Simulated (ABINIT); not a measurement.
Here is an ABINIT 10.8.3 (patched build) calculation.

Contents of run.abi:

```
# Datasets: one volume each
ndtset 7
getwfk -1
scalecart1 3*0.9795861087
scalecart2 3*0.9864848297
scalecart3 3*0.9932883884
scalecart4 3*1.0000000000
scalecart5 3*1.0066227096
scalecart6 3*1.0131594038
scalecart7 3*1.0196128224

# Pseudopotentials
pp_dirpath "./"
pseudos "Ti.LDA_PW-JTH.xml"

# Structure
acell 3*1.0 Angstrom
rprim
    -1.6410000000     1.6410000000     1.6410000000
     1.6410000000    -1.6410000000     1.6410000000
     1.6410000000     1.6410000000    -1.6410000000
ntypat 1
znucl 22
natom 1
typat 1
xred
     0.0000000000     0.0000000000     0.0000000000

# Plane-wave basis
ecut 10.0
pawecutdg 20.0

# k points
kptopt 1
ngkpt 11 11 11
nshiftk 1
shiftk 0.0 0.0 0.0

# Exchange and correlation
ixc 7

# Bands and occupations
nband 10
occopt 3
tsmear 0.05 eV

# SCF cycle
nstep 100
tolvrs 1.0e-9

# Output
iomode 3
prtwf 1
prtden 0
prteig 0
prtebands 0
enunit 1
```

Potentials or basis: JTH PAW LDA v2.0.

Command:

```console
$ abinit run.abi > log 2>&1
```

Q: What does it give for the equilibrium volume?

A: 15.90 Å³/atom (rough: see the caveat).

Q: Predict the bulk modulus.

A: 133 GPa (rough).

Energy against volume, from the lowest point:
```
volume (Å³/atom)  energy (meV/atom)
          16.616               0.00
          16.969              12.68
          17.323              32.93
          17.676              55.89
          18.030              81.10
          18.383             109.93
          18.737             143.07
```

Caveat: the cutoff is too short for stress, so the log's stress isn't used; pressures at fixed basis lie under the slope of the energies; the fit is doubtful: noisy points or a state that changes with volume; the minimum lies outside the volumes run.
